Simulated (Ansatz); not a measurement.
# ZnS: the cost of one run

Computed with Ansatz 0.2.0 (DFT, PBE, plane-wave PAW, default files, scalar-relativistic, as far as a step names no other, unless a step's input says otherwise).

1 further run of the same task is left out (it didn't finish).

### 1 The structure to begin with

It takes space group P3m1 (No. 156, trigonal). Conventional cell: a = 3.808 Å, b = 3.808 Å, c = 31.136 Å, α = 90.00°, β = 90.00°, γ = 120.00°. Zn (site symmetry 3m) has 4 S at 2.33 Å as nearest neighbours. Zn (site symmetry 3m) has 4 S at 2.33 to 2.34 Å as nearest neighbours. Only part of the 20 independent sites is listed.

Coordinates:

```xyz
20
Lattice="3.8085 0.0000 0.0000 -1.9042 3.2982 0.0000 0.0000 0.0000 31.1363" Properties=species:S:1:pos:R:3 pbc="T T T"
Zn    0.0000    0.0000   18.6813
Zn    1.9042    1.0994    6.2297
Zn    1.9042    1.0994   24.9095
Zn    0.0000    2.1988   21.7933
Zn    0.0000    0.0000    9.3416
Zn    0.0000    0.0000    0.0004
Zn    0.0000    2.1988   28.0242
Zn    1.9042    1.0994   15.5694
Zn    0.0000    2.1988    3.1164
Zn    0.0000    2.1988   12.4547
S     0.0000    0.0000    2.3373
S     0.0000    0.0000   21.0149
S     0.0000    2.1988   30.3551
S     0.0000    2.1988   14.7891
S     1.9042    1.0994   17.9025
S     0.0000    2.1988   24.1262
S     1.9042    1.0994    8.5628
S     0.0000    2.1988    5.4497
S     0.0000    0.0000   11.6756
S     1.9042    1.0994   27.2455
```

### 2 Gradients at the starting positions

input.yaml

```yaml
crystal:
  lattice:
    - [3.808469329, 0.0, 0.0]
    - [-1.9042346645, 3.2982311884, 0.0]
    - [0.0, 0.0, 31.13634549]
  atoms:
    - { symbol: Zn, position: [0.0, 0.0, 0.59998367] }
    - { symbol: Zn, position: [0.6666666667, 0.3333333333, 0.20007803] }
    - { symbol: Zn, position: [0.6666666667, 0.3333333333, 0.80001493] }
    - { symbol: Zn, position: [0.3333333333, 0.6666666667, 0.69993051] }
    - { symbol: Zn, position: [0.0, 0.0, 0.30002277] }
    - { symbol: Zn, position: [0.0, 0.0, 1.36e-05] }
    - { symbol: Zn, position: [0.3333333333, 0.6666666667, 0.90004807] }
    - { symbol: Zn, position: [0.6666666667, 0.3333333333, 0.50004022] }
    - { symbol: Zn, position: [0.3333333333, 0.6666666667, 0.10008934] }
    - { symbol: Zn, position: [0.3333333333, 0.6666666667, 0.40000626] }
    - { symbol: S, position: [0.0, 0.0, 0.07506644] }
    - { symbol: S, position: [0.0, 0.0, 0.67493161] }
    - { symbol: S, position: [0.3333333333, 0.6666666667, 0.97490924] }
    - { symbol: S, position: [0.3333333333, 0.6666666667, 0.47497721] }
    - { symbol: S, position: [0.6666666667, 0.3333333333, 0.57497152] }
    - { symbol: S, position: [0.3333333333, 0.6666666667, 0.77485683] }
    - { symbol: S, position: [0.6666666667, 0.3333333333, 0.27501081] }
    - { symbol: S, position: [0.3333333333, 0.6666666667, 0.1750283] }
    - { symbol: S, position: [0.0, 0.0, 0.37498203] }
    - { symbol: S, position: [0.6666666667, 0.3333333333, 0.87503758] }
kpoints:
  mp_grid: { grid: [8, 8, 1] }
scf:
  occupations: { method: fermi_dirac, width: 0.02 }
hamiltonian:
  xc: pbe
  pseudopotentials: { kind: paw }
output:
  forces: true
  stress: true
  populations: true
  efg:
    quadrupole_moments_barn: { Zn: 0.122, S: -0.0694 }
    contact_densities: true
```

Command:

```
$ ansatz run input.yaml --threads 1 --pin off --max-ram 2560MiB --backend cpu --events-out ev --progress --plain --runs-dir out
```

**Question.** How long does this run take on 1 thread of Arm Neoverse V2, shared host, and how much memory does it need?

About 71 s, with a peak of 0.76 GiB.
